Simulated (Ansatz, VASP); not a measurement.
# Two plane-wave programs on GaN

```
Ga N
1.0
     0.00000    2.24895    2.24895
     2.24895    0.00000    2.24895
     2.24895    2.24895    0.00000
Ga N
1 1
Direct
  0.00000 0.00000 0.00000
  0.75000 0.75000 0.75000
```

Alike in both runs: task single point; functional r2SCAN; k mesh 10 × 10 × 10; no spin polarisation.

|  | VASP | Ansatz |
| --- | --- | --- |
| version | VASP 6.6.1 | Ansatz 0.2.0 |
| potentials or method | VASP PAW PBE potentials, release 64 (Ga_d, N) | plane waves, PAW |
| plane-wave cutoff (eV) | 520 | 500 |
| occupations | gaussian, width 0.01 eV | fixed |
| valence electrons in the cell | 18 | 18 |

```tsv
	VASP	Ansatz	Ansatz less VASP
gap on the k mesh at the Fermi level (eV)	2.16	2.17	+0.009
pressure (GPa)	1.1	0.0	-1.07
```

Caveats: the PAW data sets were made with another functional, which shifts forces and pressure a little (VASP). r2SCAN opens gaps a little over a GGA but as a rule still falls short of measured ones.
